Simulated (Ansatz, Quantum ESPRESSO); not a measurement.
This is a calculation of ZnS (Wurtzite-2H) for Ansatz 0.2.0. 

File input.yaml:

```yaml
crystal:
  lattice:
    - [3.811, 0.0, 0.0]
    - [-1.9055, 3.3004228138, 0.0]
    - [0.0, 0.0, 6.234]
  atoms:
    - { symbol: Zn, position: [0.6666666667, 0.3333333333, 0.5] }
    - { symbol: Zn, position: [0.3333333333, 0.6666666667, 0.0] }
    - { symbol: S, position: [0.6666666667, 0.3333333333, 0.885] }
    - { symbol: S, position: [0.3333333333, 0.6666666667, 0.385] }
kpoints:
  mp_grid: { grid: [8, 8, 5] }
scf:
  occupations: { method: fermi_dirac, width: 0.05 }
hamiltonian:
  xc: pbe
  pseudopotentials: { kind: all_electron, lapw: { basis_error: 0.001 } }
output:
  forces: true
  stress: true
  eigenvalues: true
  populations: true
```

Potentials or basis: all-electron LAPW, scalar-relativistic.

The run is started by

```sh
$ ansatz run input.yaml --threads 2 --pin off --max-ram 6144MiB --backend cpu --events-out ev --progress --plain --runs-dir out
```

Question: Set up the same calculation for Quantum ESPRESSO 7.5. Potentials or basis there: SSSP 1.3 efficiency PBE, cutoff 748 eV.

Answer: As run (cutoffs and basis follow the program's own potentials, and thresholds, step limits or extra output files can differ):

The input pw.in:

```
&CONTROL
  calculation = 'scf'
  prefix = 'pwscf'
  outdir = './tmp'
  pseudo_dir = './pseudo'
  tprnfor = .true.
  tstress = .true.
  disk_io = 'nowf'
/
&SYSTEM
  ibrav = 0
  nat = 4
  ntyp = 2
  ecutwfc = 55
  ecutrho = 440
  nbnd = 36
  occupations = 'smearing'
  smearing = 'fd'
  degauss = 0.00367493
/
&ELECTRONS
  conv_thr = 8d-10
  electron_maxstep = 120
  mixing_beta = 0.5
/
ATOMIC_SPECIES
Zn    65.3800 Zn_pbe_v1.uspp.F.UPF
S     32.0600 s_pbe_v1.4.uspp.F.UPF
CELL_PARAMETERS angstrom
   3.8110000000    0.0000000000    0.0000000000
  -1.9055000000    3.3004228138    0.0000000000
   0.0000000000    0.0000000000    6.2340000000
ATOMIC_POSITIONS crystal
Zn     0.6666666667    0.3333333333    0.5000000000
Zn     0.3333333333    0.6666666667    0.0000000000
S      0.6666666667    0.3333333333    0.8850000000
S      0.3333333333    0.6666666667    0.3850000000
K_POINTS automatic
8 8 5 0 0 0
```

Potentials or basis: SSSP 1.3 efficiency PBE.

Command:

```console
$ OMP_NUM_THREADS=1 mpirun -n 2 pw.x -nk 2 -in pw.in > pw.out
```

Both were run:

|  | Ansatz | Quantum ESPRESSO |
| --- | --- | --- |
| Pressure | 2.3 GPa | 2.4 GPa |
| Largest force | 0.319 eV/Å | 0.320 eV/Å |

Where Ansatz's input types no cutoff or centring, it takes its own default and a Γ-centred mesh.

Pressure is positive in compression.
